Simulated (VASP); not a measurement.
A run of VASP 6.6.1 is set up as follows.

Contents of INCAR:

```
SYSTEM = SiMo3
  PREC = Accurate
  ENCUT = 520
  EDIFF = 1E-6
  ISMEAR = 0
  SIGMA = 0.02
  LREAL = .False.
  LASPH = .True.
  NELM = 100
  ALGO = Normal
  ISIF = 2
  LWAVE = .False.
  LCHARG = .True.
  GGA = PE
  LELF = .True.
  LVHAR = .True.
  NBANDS = 56
```

The input KPOINTS:

```
regular mesh
0
Gamma
  6 6 6
  0 0 0
```

The input POSCAR:

```
SiMo3
1.0
    4.8890000000      0.0000000000      0.0000000000
    0.0000000000      4.8890000000      0.0000000000
    0.0000000000      0.0000000000      4.8890000000
Mo Si
6 2
Direct
    0.0000000000      0.5000000000      0.2500000000
    0.0000000000      0.5000000000      0.7500000000
    0.5000000000      0.2500000000      0.0000000000
    0.7500000000      0.0000000000      0.5000000000
    0.5000000000      0.7500000000      0.0000000000
    0.2500000000      0.0000000000      0.5000000000
    0.5000000000      0.5000000000      0.5000000000
    0.0000000000      0.0000000000      0.0000000000
```

Potentials or basis: VASP PAW PBE potentials, release 64 (Mo_sv, Si).

Launch:

```bash
$ cat potpaw_PBE.64/Mo_sv/POTCAR potpaw_PBE.64/Si/POTCAR > POTCAR
$ mpirun -np 1 vasp_std > vasp.out
```

Problem. Estimate the band gap on the k mesh.

Solution. None (metal or under the smearing width).

Problem. Estimate the pressure.

Solution. 3.1 GPa.
